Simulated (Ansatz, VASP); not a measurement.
**Two plane-wave programs on Mg**

```xyz
2
Lattice="3.2146 0.0000 0.0000 -1.6073 2.7840 0.0000 0.0000 0.0000 5.1245" Properties=species:S:1:pos:R:3 pbc="T T T"
Mg    0.0000    1.8560    1.2811
Mg    1.6073    0.9280    3.8434
```

Alike in both runs: functional PBE; k mesh 12 × 12 × 8; occupations gaussian, width 0.1 eV; no spin polarisation.

Ansatz relaxed the structure, and its values are those at the end. VASP's run is a single point on that final structure, the one shown.

|  | VASP | Ansatz |
| --- | --- | --- |
| version | VASP 6.6.1 | Ansatz 0.2.0 |
| potentials or method | VASP PAW PBE potentials, release 64 (Mg) | scalar-relativistic, plane waves, PAW |
| plane-wave cutoff (eV) | 520 | 420 |
| valence electrons in the cell | 4 | 20 |

VASP gave:

```
gap on the k mesh at the Fermi level (eV) : none
pressure (GPa)                            : -0.1
```

**Question.** Which values does Ansatz return?

**Answer.** gap on the k mesh at the Fermi level (eV): none; pressure (GPa): 0.0.

A gap of «none» marks a metal or a gap that the smearing closes. The two sets of potentials don't hold the same shells in valence.
